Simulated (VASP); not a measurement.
# Si (Fd-3m) in VASP: settings compared

One crystal, Si, is run at these levels: PBE, PBEsol, r2SCAN; tasks: phonons, dielectric tensor, elastic constants.

Everything below comes from runs of VASP 6.6.1. Logs are shortened: lines on timing, memory, paths and dates and some standing lists are left out, and cuts for length are marked.

### Step 1. The structure

It takes space group Fd-3m (No. 227, cubic). Conventional cell: a = 5.469 Å, b = 5.469 Å, c = 5.469 Å, α = 90.00°, β = 90.00°, γ = 90.00°. Around Si (site symmetry -43m) lie 4 Si at 2.37 Å.

### Step 2. Phonons, PBE

File POSCAR:

```
Si
1.0
    0.0000000000      2.7342968687      2.7342968687
    2.7342968687      0.0000000000      2.7342968687
    2.7342968687      2.7342968687      0.0000000000
  Si
     2
Direct
     0.7500000000000000    0.7500000000000000    0.7500000000000000
     0.5000000000000000    0.5000000000000000    0.5000000000000000
```

File INCAR.step1:

```
SYSTEM = Si
PREC = Accurate
ENCUT = 600
EDIFF = 1E-8
ISMEAR = 0
SIGMA = 0.03
LREAL = .False.
LASPH = .True.
NELM = 80
ALGO = Fast
ISIF = 3
LWAVE = .False.
LCHARG = .False.
GGA = PE
IBRION = 2
NSW = 40
EDIFFG = -0.002
```

File INCAR.step2:

```
SYSTEM = Si
PREC = Accurate
ENCUT = 600
EDIFF = 1E-8
ISMEAR = 0
SIGMA = 0.03
LREAL = .False.
LASPH = .True.
NELM = 80
ALGO = Fast
ISIF = 2
LWAVE = .False.
LCHARG = .False.
GGA = PE
IBRION = 6
NFREE = 2
POTIM = 0.015
NSW = 1
```

File KPOINTS:

```
regular mesh
0
Gamma
  10 10 10
  0 0 0
```

Potentials or basis: VASP PAW PBE potentials, release 64 (Si).

Run with:

```sh
> cat potpaw_PBE.64/Si/POTCAR > POTCAR
> cp INCAR.step1 INCAR
> mpirun -np 1 vasp_std > vasp.out
> cp CONTCAR POSCAR
> cp INCAR.step2 INCAR
> mpirun -np 1 vasp_std > vasp.out
```

OUTCAR:

```text
SYSTEM = Si
   PREC = Accurate
   ENCUT = 600
   EDIFF = 1E-8
   ISMEAR = 0
   LREAL = .False.
   LASPH = .True.
   NELM = 80
   ISIF = 2
   GGA = PE
   IBRION = 6
   NFREE = 2
   POTIM = 0.015
   NSW = 1

 ion  position               nearest neighbor table
   1  0.750  0.750  0.750-   2 2.37   2 2.37   2 2.37   2 2.37
   2  0.500  0.500  0.500-   1 2.37   1 2.37   1 2.37   1 2.37

  LATTYP: Found a face centered cubic cell.
 ALAT       =     5.4685937374

  Lattice vectors:

 A1 = (   0.0000000000,   2.7342968687,   2.7342968687)
 A2 = (   2.7342968687,   0.0000000000,   2.7342968687)
 A3 = (   2.7342968687,   2.7342968687,   0.0000000000)

Analysis of symmetry for initial positions (statically):
=====================================================================
 Subroutine PRICEL returns:
 Original cell was already a primitive cell.

 Routine SETGRP: Setting up the symmetry group for a
 face centered cubic supercell.

 Subroutine GETGRP returns: Found 48 space group operations
 (whereof 24 operations were pure point group operations)
 out of a pool of 48 trial point group operations.

The static configuration has the point symmetry T_d .
 The point group associated with its full space group is O_h .

Analysis of symmetry for dynamics (positions and initial velocities):
=====================================================================
 Subroutine PRICEL returns:
 Original cell was already a primitive cell.

 Routine SETGRP: Setting up the symmetry group for a
 face centered cubic supercell.

 Subroutine GETGRP returns: Found 48 space group operations
 (whereof 24 operations were pure point group operations)
 out of a pool of 48 trial point group operations.

The dynamic configuration has the point symmetry T_d .
 The point group associated with its full space group is O_h .

 Subroutine INISYM returns: Found 48 space group operations
 (whereof 24 operations are pure point group operations),
 and found     1 'primitive' translations
[... 152 lines left out ...]
  --------------------------------------------------------------------------------------
  -------------------------------------------------------------------------------------
  Total        0.0017870      0.0017870      0.0017870      0.0000000      0.0000000      0.0000000
  in kB        0.0700280      0.0700280      0.0700280      0.0000000      0.0000000      0.0000000
  external PRESSURE =       0.0700280 kB  Pullay stress =       0.0000000 kB
[... 59 lines left out ...]
--------------------------------------- Ionic step        3  -------------------------------------------

 number of electron       8.0000000 magnetization

 Free energy of the ion-electron system (eV)
  ---------------------------------------------------
  ext. energy  EPLUGINS =         0.00000000
  ---------------------------------------------------
  free energy    TOTEN  =       -10.84786743 eV

  energy without entropy =      -10.84786743  energy(sigma->0) =      -10.84786743

 E-fermi :   5.8034     XC(G=0):  -9.3274

 val. band max:        5.6886910775   @ k =   0.0000   0.0000   0.0000
 cond. band min:       6.2326835767   @ k =   0.0000   0.4000   0.4000
 fundamental gap:      0.5439924992
 Fermi energy:         5.8034456400

 k-point     1 :       0.0000    0.0000    0.0000
  band No.  band energies     occupation
      1      -6.1985      2.00000
      2       5.5452      2.00000
      3       5.6174      2.00000
      4       5.6887      2.00000
      5       8.1310      0.00000
      6       8.1729      0.00000
      7       8.2164      0.00000
      8       8.7514      0.00000
[... 243 lines left out ...]
 k-point    24 :       0.4000    0.3000    0.0000
  band No.  band energies     occupation
      1      -4.0726      2.00000
      2       0.2064      2.00000
      3       2.8421      2.00000
      4       3.2324      2.00000
      5       6.6899      0.00000
      6       7.8807      0.00000
      7      12.4793      0.00000
      8      12.6380      0.00000

 [... further k-points ...]
[... 5 lines left out ...]
  --------------------------------------------------------------------------------------
  -------------------------------------------------------------------------------------
  Total        0.0014226      0.0049028      0.0049028      0.0000000      0.1355419      0.0000000
  in kB        0.0557464      0.1921250      0.1921250      0.0000000      5.3114992      0.0000000
  external PRESSURE =       0.1466655 kB  Pullay stress =       0.0000000 kB
[... 17 lines left out ...]
  FREE ENERGIE OF THE ION-ELECTRON SYSTEM (eV)
  ---------------------------------------------------
  free  energy   TOTEN  =       -10.8478674323 eV

  energy  without entropy=      -10.8478674323  energy(sigma->0) =      -10.84786743

 INTERNAL STRAIN TENSORS FROM DISPLACED ATOMS
 ============================================

 INTERNAL STRAIN TENSOR FOR ION    1 for displacements in x,y,z  (eV/Angst):
          X           Y           Z          XY          YZ          ZX
  --------------------------------------------------------------------------------
  x     0.00000     0.00000     0.00000     0.00000    -9.03528     0.00000
  y     0.00000    -0.00000     0.00000     0.00000     0.00000    -9.03528
  z     0.00000     0.00000     0.00000    -9.03528     0.00000     0.00000

 INTERNAL STRAIN TENSOR FOR ION    2 for displacements in x,y,z  (eV/Angst):
          X           Y           Z          XY          YZ          ZX
  --------------------------------------------------------------------------------
  x    -0.00000    -0.00000    -0.00000     0.00000     9.03528     0.00000
  y    -0.00000     0.00000    -0.00000     0.00000     0.00000     9.03528
  z    -0.00000    -0.00000    -0.00000     9.03528     0.00000     0.00000

 Eigenvectors and eigenvalues of the dynamical matrix
 ----------------------------------------------------

   1 f  =   15.067314 THz    94.670724 2PiTHz  502.591487 cm-1    62.313375 meV
             X         Y         Z           dx          dy          dz
      4.101445  4.101445  4.101445     0.000000   -0.707107    0.000000
      2.734297  2.734297  2.734297     0.000000    0.707107    0.000000
[... 21 lines left out ...]
   6 f  =    0.000000 THz     0.000000 2PiTHz    0.000000 cm-1     0.000000 meV
             X         Y         Z           dx          dy          dz
      4.101445  4.101445  4.101445     0.000000    0.000000    0.707107
      2.734297  2.734297  2.734297     0.000000    0.000000    0.707107

 ELASTIC MODULI CONTR FROM IONIC RELAXATION (kBar)
 Direction    XX          YY          ZZ          XY          YZ          ZX
 --------------------------------------------------------------------------------
 XX          -0.0000     -0.0000     -0.0000      0.0000      0.0000      0.0000
 YY          -0.0000     -0.0000     -0.0000      0.0000      0.0000     -0.0000
 ZZ          -0.0000     -0.0000     -0.0000      0.0000      0.0000      0.0000
 XY           0.0000      0.0000      0.0000   -245.2520      0.0000      0.0000
 YZ           0.0000      0.0000      0.0000      0.0000   -245.2520      0.0000
 ZX           0.0000     -0.0000      0.0000      0.0000      0.0000   -245.2520
 --------------------------------------------------------------------------------
```

OUTCAR.step1:

```text
SYSTEM = Si
   PREC = Accurate
   ENCUT = 600
   EDIFF = 1E-8
   ISMEAR = 0
   LREAL = .False.
   LASPH = .True.
[... 493 lines left out ...]
      4.10145      4.10145      4.10145        -0.000000     -0.000000     -0.000000
      2.73430      2.73430      2.73430         0.000000      0.000000      0.000000
 -----------------------------------------------------------------------------------
    total drift:                               -0.000000     -0.000000     -0.000000

  FREE ENERGIE OF THE ION-ELECTRON SYSTEM (eV)
  ---------------------------------------------------
  free  energy   TOTEN  =       -10.8493344249 eV

  energy  without entropy=      -10.8493344249  energy(sigma->0) =      -10.84933442

 reached required accuracy - stopping structural energy minimisation
```

OSZICAR.step1:

```text
N       E                     dE             d eps       ncg     rms          rms(c)
DAV:   1     0.113829438292E+02    0.11383E+02   -0.36929E+03   752   0.904E+02
DAV:   2    -0.107233410265E+02   -0.22106E+02   -0.21404E+02  1176   0.913E+01
DAV:   3    -0.110162353978E+02   -0.29289E+00   -0.29289E+00   936   0.135E+01
DAV:   4    -0.110176019378E+02   -0.13665E-02   -0.13665E-02  1248   0.106E+00
DAV:   5    -0.110176032052E+02   -0.12674E-05   -0.12674E-05   920   0.270E-02    0.475E+00
RMM:   6    -0.109013880727E+02    0.11622E+00   -0.45884E-02   752   0.133E+00    0.288E+00
RMM:   7    -0.108474162769E+02    0.53972E-01   -0.10839E-01   764   0.220E+00    0.175E-01
RMM:   8    -0.108490465640E+02   -0.16303E-02   -0.73235E-03   752   0.698E-01    0.716E-02
RMM:   9    -0.108492608869E+02   -0.21432E-03   -0.14665E-03   754   0.291E-01    0.798E-02
RMM:  10    -0.108493206922E+02   -0.59805E-04   -0.28009E-04   753   0.144E-01    0.247E-02
RMM:  11    -0.108493340374E+02   -0.13345E-04   -0.79948E-05   752   0.786E-02    0.126E-02
RMM:  12    -0.108493353313E+02   -0.12939E-05   -0.11870E-05   770   0.325E-02    0.241E-02
RMM:  13    -0.108493341225E+02    0.12088E-05   -0.40922E-06   752   0.180E-02    0.168E-02
RMM:  14    -0.108493343963E+02   -0.27384E-06   -0.85311E-07   755   0.885E-03    0.134E-02
RMM:  15    -0.108493344254E+02   -0.29029E-07   -0.18548E-07   746   0.411E-03    0.120E-02
RMM:  16    -0.108493344249E+02    0.45486E-09   -0.48421E-08   684   0.222E-03
   1 F= -.10849334E+02 E0= -.10849334E+02  d E =-.108493E+02
```

It took 2.1 min on 1 thread of AMD EPYC 7R13 (Zen 3), shared host; peak memory 0.22 GiB.

Results:

* Highest phonon frequency at Γ: 503 cm⁻¹

Phonon frequencies in cm⁻¹ (negative: imaginary):
| q point | frequencies |
| --- | --- |
| (0.000, 0.000, 0.000) | 0 0 0 503 503 503 |

(Part 1 of 2 ends here.)
